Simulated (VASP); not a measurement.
Here is a VASP 6.6.1 calculation.

INCAR

```
SYSTEM = Sb2Pt
ALGO = Normal
EDIFF = 1E-6
EDIFFG = -0.01
ENCUT = 600
GGA = PS
IBRION = 2
ISIF = 3
ISMEAR = 1
KPAR = 4
LASPH = .True.
LCHARG = .False.
LREAL = .False.
LWAVE = .False.
NELM = 80
NSW = 90
PREC = Accurate
SIGMA = 0.1
```

KPOINTS

```
k-points
0
Gamma
  6 6 6
  0 0 0
```

Contents of POSCAR:

```
Sb2Pt
1.0
    6.4423000000      0.0000000000      0.0000000000
    0.0000000000      6.4423000000      0.0000000000
    0.0000000000      0.0000000000      6.4423000000
Sb Pt
8 4
Direct
    0.3753000000      0.3753000000      0.3753000000
    0.1247000000      0.6247000000      0.8753000000
    0.8753000000      0.1247000000      0.6247000000
    0.6247000000      0.8753000000      0.1247000000
    0.6247000000      0.6247000000      0.6247000000
    0.8753000000      0.3753000000      0.1247000000
    0.1247000000      0.8753000000      0.3753000000
    0.3753000000      0.1247000000      0.8753000000
    0.0000000000      0.0000000000      0.0000000000
    0.5000000000      0.0000000000      0.5000000000
    0.5000000000      0.5000000000      0.0000000000
    0.0000000000      0.5000000000      0.5000000000
```

Potentials or basis: VASP PAW PBE potentials, release 64 (Sb, Pt).

The run is started by

```bash
$ cat potpaw_PBE.64/Sb/POTCAR potpaw_PBE.64/Pt/POTCAR > POTCAR
$ mpirun -np 4 vasp_std > vasp.out
```

(1) What does it give for the relaxed volume?

(2) What does it give for the band gap on the k mesh?

(3) Estimate the relaxed cell.

## Answers

(1) 22.47 Å³/atom.

(2) none (metal or under the smearing width).

(3) a = 6.460 Å, b = 6.460 Å, c = 6.460 Å, α = 90.00°, β = 90.00°, γ = 90.00°.

Caveat: the PAW data sets were made with another functional, which shifts forces and pressure a little.
